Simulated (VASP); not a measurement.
# Li: restarted molecular dynamics, 2 variants

Li, P2_13 (no. 198), 16 atoms in the cell. PBE, molecular dynamics; PAW potentials Li (PBE set).

| Restart from | Temperature at the end (K) | The same without a restart (K) | Potential energy at the end (eV/atom) | The same without a restart (eV/atom) | Electronic steps in the first step after the restart | Time (s) |
|---|---|---|---|---|---|---|
| CONTCAR with velocities, WAVECAR read | 594.0 | 594.0 | -1.62686 | -1.62686 | 4 | 286 |
| CONTCAR with velocities, no WAVECAR | 594.0 | 594.0 | -1.62686 | -1.62686 | 15 | 295 |

Limits: 60 fs of 16 atoms are too short for converged averages; the cell is only 4.5 Å across, so each atom moves in step with near copies of itself.

## Input of the first row

INCAR.step1:
```
SYSTEM = Li
  GGA = PE
  PREC = Normal
  ENCUT = 200
  EDIFF = 1E-6
  NELMIN = 4
  NELM = 60
  ALGO = Fast
  LREAL = Auto
  LASPH = .TRUE.
  ISMEAR = -1
  SIGMA = 0.05
  ISYM = 0
  LWAVE = .TRUE.
  LCHARG = .FALSE.
  IBRION = 0
  NSW = 30
  POTIM = 1.0
  TEBEG = 600
  ISIF = 2
  RANDOM_SEED = 749647 0 0
  MDALGO = 1
  ANDERSEN_PROB = 0.0
  KPAR = 2
```

INCAR.step2, as INCAR.step1 but for:
```
- LWAVE = .TRUE.
+ LWAVE = .FALSE.
```

KPOINTS:
```
k-points
0
Gamma
  3 3 1
```

POSCAR.step1:
```
Li
1.0
    4.4544403333      0.0000000000      0.0000000000
    0.0000000000      4.4544403333      0.0000000000
    0.0000000000      0.0000000000     17.8177613332
Li
16
Direct
    0.6254320000      0.8745680000      0.0313580000
    0.6254320000      0.8745680000      0.2813580000
    0.6254320000      0.8745680000      0.5313580000
    0.6254320000      0.8745680000      0.7813580000
    0.1254320000      0.6254320000      0.2186420000
    0.1254320000      0.6254320000      0.4686420000
    0.1254320000      0.6254320000      0.7186420000
    0.1254320000      0.6254320000      0.9686420000
    0.3745680000      0.3745680000      0.0936420000
    0.3745680000      0.3745680000      0.3436420000
    0.3745680000      0.3745680000      0.5936420000
    0.3745680000      0.3745680000      0.8436420000
    0.8745680000      0.1254320000      0.1563580000
    0.8745680000      0.1254320000      0.4063580000
    0.8745680000      0.1254320000      0.6563580000
    0.8745680000      0.1254320000      0.9063580000
```

Commands (each step's output is kept before the next begins):
```
cat potpaw_PBE.64/Li/POTCAR > POTCAR
cp INCAR.step1 INCAR
cp POSCAR.step1 POSCAR
mpirun -np 2 vasp_std > vasp.out
cp CONTCAR POSCAR
cp INCAR.step2 INCAR
mpirun -np 2 vasp_std > vasp.out
```

Changes of the last row against the first:
```
(step 1)
- LWAVE = True
+ LWAVE = False
```

VASP 6.6.1 took 286 s on 2 cores (AMD EPYC 7571), a shared host.
